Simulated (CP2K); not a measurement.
# Sb in CP2K: the effect of pseudo set

Crystal: Sb.

```
CELL_PARAMETERS angstrom
3.16000 0.00000 0.00000
0.00000 3.16000 0.00000
0.00000 0.00000 3.16000
ATOMIC_POSITIONS crystal
Sb 0.00000 0.00000 0.00000
```

This isn't the form of Sb at room conditions, which is rhombohedral.

Alike in all runs:

```yaml
Program: CP2K 2026.2
Task: single point
Functional: PBE
Density_cutoff: 6123 eV
k_mesh: 8 × 8 × 8
Occupations: fermi-dirac, width 0.05 eV
Spin: no spin polarisation
```

Task: One run gave: pressure -4.2 GPa. Which pseudo set did it use?
A. PADE
B. SCAN
C. PBE0
D. PBE
E. BLYP

Result: A.

| pseudo set | pressure (GPa) |
| --- | --- |
| PBE | -1.5 |
| PADE | -4.2 |
| BLYP | -2.0 |
| SCAN | -3.6 |
| PBE0 | -2.6 |

Caveats: the basis of atomic orbitals isn't converged, which shifts pressures, moduli and gaps; the potentials were made for another functional, which shifts forces and pressure (some runs).
